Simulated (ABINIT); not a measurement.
## SnTe in ABINIT: the effect of functional

The system is SnTe.

```
Te Sn
1.0
     0.00000    3.61115    3.61115
     3.61115    0.00000    3.61115
     3.61115    3.61115    0.00000
Te Sn
1 1
Direct
  0.25000 0.25000 0.25000
  0.00000 0.00000 0.00000
```

Measurements of this composition are mostly on another form, of space group No. 225.

Alike in all runs:

* Program: ABINIT 10.8.3 (patched build)
* Task: band structure
* k mesh: 7 × 7 × 7
* Occupations: fermi-dirac, width 0.05 eV
* Spin: no spin polarisation

```csv
functional,potentials or basis,cutoff,pressure (GPa)
PBE,JTH PAW PBE v2.0,599 eV,?
LDA,JTH PAW LDA v2.0,599 eV,-2.2
PBEsol,JTH PAW PBE v2.0,599 eV,-1.4
r2SCAN,JTH PAW PBE v2.0,707 eV,-0.7
```

Question: What does the run with functional PBE give?

Answer: Pressure -0.1 GPa.

Caveats: the PAW data sets were made with another functional, which shifts forces and pressure a little (some runs).
